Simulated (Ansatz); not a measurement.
Runs of Ansatz 0.2.0 on Zr. The cell holds a slab with vacuum, 5 atoms: a = 3.189 Å, b = 3.189 Å, c = 25.415 Å, α = 90.00°, β = 90.00°, γ = 120.00°. The slab is cut from a database's or a generator's crystal, which needn't be the stable form of the element.

```csv
level,gap on the mesh (eV),largest force (eV/Å),work function (eV)
PBE+D4,none,0.41,(a)
PBE,none,0.37,4.22
PBE+D3(BJ),none,0.48,4.24
PBE+D3(BJ)-ATM,none,0.47,4.24
```

Alike in all rows: task relaxation of the atoms; potentials or basis Ansatz PAW; no spin polarisation; cell atoms relaxed from: the (1 1 1) slab of Zr, cut from the database cell, not relaxed; k mesh 10 × 10 × 1; cutoff (eV) 420; smearing fermi-dirac 0.05 eV.

Task: Fill in the values left out.

Result: (a) 4.23.

A k mesh can miss the band edges, and the runs leave out spin-orbit coupling on Zr.

A gap of «none» marks a metal or a gap under the smearing width.
